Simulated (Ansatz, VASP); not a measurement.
# Si18H4Cl2O (HO:Si(111) with 6 of its OH changed to Cl): VASP beside Ansatz, part 2 of 2

One calculation is typed for both programs; each brings its own data sets. How far apart do they land? The cell is taken from a series of runs on this material, whose earlier steps may have relaxed, scaled, displaced or heated it; both programs get it as it stands.

VASP 6.6.1 and Ansatz 0.2.0.

So far: Set-up; VASP: single point, HSE06 with D3(BJ).

## Step 3: Ansatz: single point, HSE06 with D3(BJ)

Level of this step: Ansatz beside VASP: Kohn-Sham DFT, plane waves, HSE06 with D3(BJ) (Ansatz).

Ansatz runs on its default PAW (the set named soft_2) files.

The same cell, functional, mesh and smearing now go to Ansatz, which takes its cutoff from its data sets.

File input.yaml:

```yaml
crystal:
  lattice:
    - [11.60362, 0.0, 0.0]
    - [-5.80181, 10.04903, 0.0]
    - [0.0, 0.0, 26.70113]
  atoms:
    - { symbol: Si, position: [0.0, 0.0, 0.09288] }
    - { symbol: Si, position: [0.22222, 0.11111, 0.12245] }
    - { symbol: Si, position: [0.22222, 0.11069, 0.20954] }
    - { symbol: Si, position: [0.11129, 0.22203, 0.23744] }
    - { symbol: Si, position: [0.11007, 0.22099, 0.32502] }
    - { symbol: Si, position: [0.00039, 0.99908, 0.35424] }
    - { symbol: Si, position: [1.0, 0.33333, 0.09288] }
    - { symbol: Si, position: [0.22222, 0.44444, 0.12245] }
    - { symbol: Si, position: [0.22234, 0.44474, 0.20996] }
    - { symbol: Si, position: [0.1111, 0.55568, 0.23868] }
    - { symbol: Si, position: [0.11036, 0.55646, 0.32684] }
    - { symbol: Si, position: [0.00021, 0.33278, 0.35295] }
    - { symbol: Si, position: [1.0, 0.66667, 0.09288] }
    - { symbol: Si, position: [0.22222, 0.77778, 0.12245] }
    - { symbol: Si, position: [0.22227, 0.77771, 0.20995] }
    - { symbol: Si, position: [0.11114, 0.88885, 0.23792] }
    - { symbol: Si, position: [0.11111, 0.88869, 0.32558] }
    - { symbol: Si, position: [0.99907, 0.66717, 0.3552] }
    - { symbol: Si, position: [0.33333, 0.0, 0.09288] }
    - { symbol: Si, position: [0.55556, 0.11111, 0.12245] }
    - { symbol: Si, position: [0.55564, 0.11064, 0.20969] }
    - { symbol: Si, position: [0.44466, 0.22212, 0.23721] }
    - { symbol: Si, position: [0.44407, 0.22097, 0.32464] }
    - { symbol: Si, position: [0.33261, 0.00068, 0.35515] }
    - { symbol: Si, position: [0.33333, 0.33333, 0.09288] }
    - { symbol: Si, position: [0.55556, 0.44444, 0.12245] }
    - { symbol: Si, position: [0.55551, 0.44445, 0.20958] }
    - { symbol: Si, position: [0.44462, 0.55531, 0.23855] }
    - { symbol: Si, position: [0.44427, 0.55546, 0.32682] }
    - { symbol: Si, position: [0.33267, 0.33131, 0.35244] }
    - { symbol: Si, position: [0.33333, 0.66667, 0.09288] }
    - { symbol: Si, position: [0.55556, 0.77778, 0.12245] }
    - { symbol: Si, position: [0.55517, 0.77758, 0.20995] }
    - { symbol: Si, position: [0.44431, 0.88891, 0.23868] }
    - { symbol: Si, position: [0.44346, 0.88946, 0.32687] }
    - { symbol: Si, position: [0.33307, 0.66675, 0.35422] }
    - { symbol: Si, position: [0.66667, 0.0, 0.09288] }
    - { symbol: Si, position: [0.88889, 0.11111, 0.12245] }
    - { symbol: Si, position: [0.88903, 0.11098, 0.20955] }
    - { symbol: Si, position: [0.77796, 0.22197, 0.23761] }
    - { symbol: Si, position: [0.77768, 0.22231, 0.32528] }
    - { symbol: Si, position: [0.66725, 0.9997, 0.35286] }
    - { symbol: Si, position: [0.66667, 0.33333, 0.09288] }
    - { symbol: Si, position: [0.88889, 0.44444, 0.12245] }
    - { symbol: Si, position: [0.88936, 0.44431, 0.20969] }
    - { symbol: Si, position: [0.77784, 0.55524, 0.23721] }
    - { symbol: Si, position: [0.77883, 0.55573, 0.32466] }
    - { symbol: Si, position: [0.66619, 0.33358, 0.35247] }
    - { symbol: Si, position: [0.66667, 0.66667, 0.09288] }
    - { symbol: Si, position: [0.88889, 0.77778, 0.12245] }
    - { symbol: Si, position: [0.88931, 0.77768, 0.20954] }
    - { symbol: Si, position: [0.77793, 0.88863, 0.23733] }
    - { symbol: Si, position: [0.77873, 0.88959, 0.32488] }
    - { symbol: Si, position: [0.66842, 0.66706, 0.35242] }
    - { symbol: H, position: [0.0, 0.0, 0.03745] }
    - { symbol: O, position: [0.00693, 0.99075, 0.41673] }
    - { symbol: H, position: [0.96262, 0.02949, 0.43537] }
    - { symbol: H, position: [1.0, 0.33333, 0.03745] }
    - { symbol: Cl, position: [0.00031, 0.32404, 0.43107] }
    - { symbol: H, position: [1.0, 0.66667, 0.03745] }
    - { symbol: O, position: [0.99983, 0.66031, 0.41748] }
    - { symbol: H, position: [0.94424, 0.68841, 0.43474] }
    - { symbol: H, position: [0.33333, 0.0, 0.03745] }
    - { symbol: O, position: [0.33901, 0.9995, 0.41743] }
    - { symbol: H, position: [0.30979, 0.05418, 0.4347] }
    - { symbol: H, position: [0.33333, 0.33333, 0.03745] }
    - { symbol: Cl, position: [0.33015, 0.31866, 0.4308] }
    - { symbol: H, position: [0.33333, 0.66667, 0.03745] }
    - { symbol: Cl, position: [0.33434, 0.66562, 0.43202] }
    - { symbol: H, position: [0.66667, 0.0, 0.03745] }
    - { symbol: Cl, position: [0.67633, 0.99939, 0.43101] }
    - { symbol: H, position: [0.66667, 0.33333, 0.03745] }
    - { symbol: Cl, position: [0.66728, 0.3324, 0.43049] }
    - { symbol: H, position: [0.66667, 0.66667, 0.03745] }
    - { symbol: Cl, position: [0.68116, 0.66984, 0.43081] }
kpoints:
  mp_grid: { grid: [1, 1, 1] }
hamiltonian:
  xc: hse06
  dispersion: d3bj
scf:
  occupations: { method: fermi_dirac, width: 0.025 }
output:
  forces: true
```

Launch:

```sh
ansatz run input.yaml --threads 5 --pin off --max-ram 81920MiB --backend cuda --events-out ev --progress --plain --runs-dir out
```

Numbers of over 12 decimals in the logs are rounded to 6 here.

Log:

```text
exact exchange: scf.exx.singularity resolves to wigner_seitz, which cuts the screened interaction at the faces of the exchange supercell's Wigner-Seitz cell, so that each pair interacts once, at the shortest of its separations (the periodic images that this leaves out come, for a point-like exchange hole, to about 0.001 eV on a filled level). The cut falls within the interaction's reach, and what an exchange supercel [...]
Engine: ansatz 0.2.0, x86_64-unknown-linux-gnu
Pseudopotentials: kind: paw
Pseudopotential: Si, paw, valence charge 4, recommended cutoff 420 eV (normal), Si.paw.azcp
Pseudopotential: H, paw, valence charge 1, recommended cutoff 420 eV (normal), H.paw.azcp
Pseudopotential: O, paw, valence charge 6, recommended cutoff 420 eV (normal), O.paw.azcp
Pseudopotential: Cl, paw, valence charge 7, recommended cutoff 420 eV (normal), Cl.paw.azcp
Functional definition: HSE06
  parameter a = 0.25
  parameter omega = 0.11/bohr
  exchange = pbe_x - a*pbe_x_sr(omega) + a*exact_x_sr(omega)
  correlation = pbe_c
device memory: the entry about to start is reckoned to put 4.3 GiB on a device that reports 8.9 GiB free
GPU FFT provider: cuFFT
GPU libraries: cuBLAS 13.8.2, cuFFT 12.4.0, cuSOLVER 12.3.4
Crystal: 75 atoms, lattice volume = 3113.489 Å³
Basis set: ecut = 420 eV, 60827 PW (Γ), exchange–correlation on 160×160×360 points (8 copies of the dense FFT grid, shifted against one another)
Bands: 219, of which v1, the nominal top of the filled ones, is band 144 counted from 1 (143 counted from 0)
Symmetry: 1 space group operations
Space group: P1 (ITA 1), of the structure as read, at distance tolerance 1.5e-4 Å
k-points: 1
Non-local potential: Si, projectors of the file, l = 0: 2, l = 1: 2, l = 2: 2
Non-local potential: H, projectors of the file, l = 0: 2, l = 1: 1
Non-local potential: O, projectors of the file, l = 0: 2, l = 1: 2, l = 2: 1
Non-local potential: Cl, projectors of the file, l = 0: 2, l = 1: 2, l = 2: 2
PAW form: soft (Blöchl's): semilocal exchange-correlation on the pseudo side does not see the compensation charge
PAW frozen core: Si, regenerated for the run's functional, and the local potential with it (the file was generated under x = pbe(κ = 0.804, μ = 0.219515), c = pbe(β = 0.066725))
PAW frozen core: O, regenerated for the run's functional, and the local potential with it (the file was generated under x = pbe(κ = 0.804, μ = 0.219515), c = pbe(β = 0.066725))
PAW frozen core: Cl, regenerated for the run's functional, and the local potential with it (the file was generated under x = pbe(κ = 0.804, μ = 0.219515), c = pbe(β = 0.066725))
PAW one-centre angular grid: Si, 110 points (default); XC on 64 Gauss nodes
PAW one-centre angular grid: H, 110 points (default); XC on 64 Gauss nodes
PAW one-centre angular grid: O, 110 points (default); XC on 96 Gauss nodes
PAW one-centre angular grid: Cl, 110 points (default); XC on 64 Gauss nodes
Initial density: superposition of atomic densities (neutral atoms: chi_scale 0, normalization atom), corrected by the library's trained network
Initial wavefunctions: pseudopotential atomic-orbital guess
GPU buffer pool allocated for 1152000 grid points (all kernels)
GPU transforms: local potential and band sums: pruned to the plane-wave sphere, on 80×80×180
Functional: x = pbe(κ = 0.804, μ = 0.219515), c = pbe(β = 0.066725), warm-up for x = pbe(κ = 0.804, μ = 0.219515) + 0.25 (exact − pbe) at short range (hse, ω = 0.207870 Å⁻¹), c = pbe(β = 0.066725); HSE06 as pw.x's `hse` composes it (authors' and Libxc's form: `xc: wpbeh`)
SCF iter   1: F=—  HF=-42721.546030 eV  |F-HF|=—  |Δ(HF+E_count)|=         —  Δρ=2.82e-3  dr2=8.49e-1  ethr=1.77e-3  ⟨swp⟩=20.0  Hψ=1311  notcnv=1
preconditioner: auto → none  [insulator: Δε(μ)=1.151 eV  Ē_g=8.559 eV  σ=0.025 eV  W_gap=1.00  n_scr=332 (ndim 8)  ℏωp=11.2 eV  f_vac=0.523  D(μ)=0.00/eV (n_scr^D=0)]
[...]
greatest PAW one-centre occupation: 0.919 electrons in one spin orbital (limit 2), on the Cl atom at site 68 (counted from 0), in its partial waves of l = 0
hybrid outer 1: dexx = +1.148e-1 eV, tail = 6.35e-5 eV
GPU FFT provider: cuFFT
GPU libraries: cuBLAS 13.8.2, cuFFT 12.4.0, cuSOLVER 12.3.4
GPU buffer pool allocated for 1152000 grid points (all kernels)
GPU transforms: local potential and band sums: pruned to the plane-wave sphere, on 80×80×180
Exchange kernel: α = 0.2500, screened, ω = 0.2079 Å⁻¹, Wigner–Seitz truncation, v(0) = 979.2368 eV·Å³, q-mesh 1×1×1, nearest image of the exchange supercell L = 11.60 Å, pair-density grid 60×60×128, without the augmentation charges, whose exchange is taken in its separable form (sized by the pseudopotential files, 72×72×180 at the most)
Frozen-core exchange: fock
SCF iter   1: F=—  HF=-42752.196171 eV  |F-HF|=—  |Δ(HF+E_count)|=         —  Δρ=1.30e-5  dr2=1.89e-5  ethr=1.10e-7  ⟨swp⟩=15.0  Hψ=643  notcnv=0
preconditioner: auto → none  [insulator: Δε(μ)=1.827 eV  Ē_g=9.420 eV  σ=0.025 eV  W_gap=1.00  n_scr=332 (ndim 8)  ℏωp=10.9 eV  f_vac=0.523  D(μ)=0.00/eV (n_scr^D=0)]
SCF iter   2: F=—  HF=-42752.196167 eV  |F-HF|=—  |Δ(HF+E_count)|=   3.24e-6  Δρ=4.20e-6  dr2=7.48e-7  ethr=6.31e-9  ⟨swp⟩=3.0  Hψ=373  notcnv=0
SCF iter   3: F=—  HF=-42752.196169 eV  |F-HF|=—  |Δ(HF+E_count)|=   1.49e-6  Δρ=3.31e-6  dr2=8.53e-7  ethr=1.94e-10  ⟨swp⟩=7.0  Hψ=670  notcnv=0  defer=2
SCF iter   4: F=—  HF=-42752.196169 eV  |F-HF|=—  |Δ(HF+E_count)|=   1.62e-7  Δρ=8.73e-7  dr2=1.39e-7  ethr=1.94e-10  ⟨swp⟩=5.0  Hψ=434  notcnv=0  defer=2
SCF iter   5: F=-42752.196169 eV  HF=-42752.196169 eV  |F-HF|=1.32e-9  |Δ(HF+E_count)|=   2.42e-8  Δρ=4.13e-7  dr2=7.23e-9  ethr=4.19e-11  ⟨swp⟩=6.0  Hψ=493  notcnv=0  defer=2
SCF 3 converged in 5 iterations: F = -42752.196169 eV  dr2 = 7.23e-9
  Residual-converged pass: ⟨swp⟩=3.0  Hψ=483  notcnv=0  max |occ|·‖R‖ = 1.8e-6 eV (tolerance 2.7e-6 eV)  dr2=7.39e-9  dr2_onsite=2.06e-10  max |Δocc| = 2.1e-24
hybrid outer 2: dexx = +1.477e-6 eV, tail = 1.66e-8 eV, Δε = 1.00e-3 eV (about 2.18e-5 eV left of the loop's levels), ΔF = 6.11e-3 eV/Å (tail 6.01e-4)
hybrid SCF converged: 2 outer / 13 inner (+8 warm-up), last move |dexx| = 1.48e-6 eV, tail = 1.66e-8 eV
Stability not checked: this state was not tested for a lower state beside it, because the functional holds exact exchange (a hybrid, or Hartree-Fock), whose exchange loop this test does not read (fock_operator; see scf.lower_state_search)
Free energy (F): -42752.196169 eV
Frozen-core exchange: fock
Harris-Foulkes:  -42752.196169 eV  (|F-HF|=1.32e-9)
Internal energy: -42752.196169 eV  (E = F + TS)
E sigma→0 (E₀):  -42752.196169 eV
Fermi energy:    -0.209086 eV
--- Per-component energies (eV) ---
  E_band       = -2082.169986
  E_kinetic    = 3864.285443
  E_local      = -96233.478375  (includes V_loc(G=0)·N_el)
  E_nonlocal   = 1690.857067
  E_hartree    = 46401.004853
  E_xc         = -3205.710012
  E_vxc        = -2975.550398  (∫ρ·V_xc dr)
  E_exx        = -475.770367  (= α·E_x^exact, valence–valence)
  E_paw        = -32422.318806  (= ΣΔE_a)
  E_vpaw       = -278.751795  (= ΣTr[D̂ρ^β])
  E_aug_tail   = -0.006366  (compensation charges beyond the density's cutoff)
  E_ewald      = 37650.594564
  E_disp       = -17.714996  (pairwise vdW)
  E_core_change = -3.939161  (= ΣΔE_core)
  E_smearing   = -0.000000  (= −TS)
  E_closure    = -0.000013  (closes the sum)
  Σ components = -42752.196169   (vs F -42752.196169, Δ=0.00e0)
--- Forces (eV/Å), atoms counted from 1 ---
  atom   1  Si     0.00193480    -0.00094981     0.73687261
  atom   2  Si    -0.00308925    -0.00836584    -0.48750879
  atom   3  Si    -0.00055423     0.00278617     0.01234236
  atom   4  Si     0.00019845    -0.00553700     0.00545705
  atom   5  Si     0.00652898     0.00064022     0.01942029
  atom   6  Si     0.05208994    -0.03954800     0.40006801
  atom   7  Si    -0.01011772    -0.00193706     0.74418819
  atom   8  Si     0.00107827     0.03132004    -0.39824294
  atom   9  Si    -0.00018787     0.00346971     0.01554928
  atom  10  Si     0.00210980    -0.00379080     0.00004920
  atom  11  Si     0.00486318    -0.00186372    -0.00753714
  atom  12  Si     0.00477976    -0.00310632     0.17696349
  atom  13  Si    -0.00735336     0.00197675     0.74670880
  atom  14  Si     0.01883814    -0.01116946    -0.39381262
  atom  15  Si     0.00214531     0.00070143     0.00794044
  atom  16  Si     0.00570456    -0.00628393     0.01340328
  atom  17  Si    -0.01004719     0.00642872     0.02904189
  atom  18  Si     0.03685429    -0.02945381     0.41527602
  atom  19  Si    -0.00434109     0.00498881     0.74783496
  atom  20  Si     0.01428775    -0.03044733    -0.45601281
  atom  21  Si    -0.00400274    -0.00361674     0.01032834
  atom  22  Si     0.00367226    -0.00902007     0.00529371
  atom  23  Si    -0.00310142     0.00768337     0.01200687
  atom  24  Si     0.04407117    -0.02175907     0.41349345
[...]
atom  68  H      0.00038674    -0.00131590    -0.20709001
  atom  69  Cl    -0.00569136     0.00247454    -0.29870091
  atom  70  H      0.00354107    -0.00819378    -0.20709662
  atom  71  Cl    -0.01145729    -0.00233016    -0.29927286
  atom  72  H      0.00026440    -0.00020456    -0.20413222
  atom  73  Cl    -0.00944827     0.00552333    -0.30390568
  atom  74  H     -0.00358973     0.00460746    -0.20498912
  atom  75  Cl    -0.01891774    -0.00544751    -0.30981318
  max |Σ_I F_I| component: 7.74e-4 eV/Å
--- Band table (eV) ---
  k-point 0: bands = [... 140 lower, -1.5830, -1.5505, -1.1390, -1.1117, 0.7149]
  guard bands above this table: 74 of the run's 219 bands. The solve was not asked for them (output.publish_guard_bands: true or output.eigenvalues: true publishes all)
```

## Step 4: Comparison

Known differences besides the potentials themselves: exact exchange at q = 0 is treated differently, which shows on coarse meshes; VASP keeps PBE cores, Ansatz makes them for the functional; the cutoff is 420 eV in Ansatz and 520 eV in VASP (PREC = Accurate, projectors in real space); VASP takes a coarser grid for exact exchange (PRECFOCK = Fast). Total energies have different zeros and are not compared.

Both answers:

```
              quantity  Ansatz   VASP  difference
gap on the k mesh (eV)   1.827  1.847      -0.020
```

Forces on 10 of the 75 atoms, those with the largest forces and the largest differences (eV/Å; atoms numbered as in POSCAR):

```
atom         Ansatz x, y, z           VASP x, y, z
 Si7  -0.010, -0.002, 0.744  -0.010, -0.002, 0.737
Si13   -0.007, 0.002, 0.747   -0.007, 0.002, 0.739
Si19   -0.004, 0.005, 0.748   -0.004, 0.005, 0.740
Si25   0.007, -0.002, 0.750   0.007, -0.002, 0.743
Si37   -0.003, 0.010, 0.745   -0.003, 0.010, 0.738
Si43    0.000, 0.000, 0.769    0.000, 0.000, 0.761
Si49   0.006, -0.005, 0.750   0.006, -0.005, 0.743
 H56  0.433, -0.223, -0.266  0.345, -0.177, -0.166
 H59  0.486, -0.158, -0.252  0.389, -0.124, -0.153
 H61  0.390, -0.338, -0.251  0.311, -0.272, -0.152
```

The forces differ by 25 meV/Å r.m.s., which is 12.0 % of the r.m.s. force of 0.211 eV/Å (both taken over all components). A gap on the mesh is an upper bound, since the band edges may lie between its points. With vacuum in the cell, a pressure given here is an average over mostly empty space and none of the material.

## Step 5: Summary of results

```yaml
r_m_s_force_difference_single_point_hse06_with_d3_bj: 12 % of the r.m.s. force
```

**Reading.** The r.m.s. force difference is 12 % of the r.m.s. force (single point, HSE06 with D3(BJ)), beyond the 3 % picked in this series as the mark of a large difference. What causes the difference of the single point, HSE06 with D3(BJ) pair stays open here. Such differences can come from data sets, numerical settings and the points named under the comparisons, not from the functional's error against experiment.

[Lines on the potential files, build, host, timing and source positions are cut from VASP's logs without a mark.]

[Logs are printed without paths, hosts, clocks, repeated set-up lines and the standing remarks that a program may print on its own settings, such as how far it seeks lower states.]

[Hosts, paths, dates, database ids (printed as entryN), source tags and the programs' standing remarks are cut or masked in the printed files.]
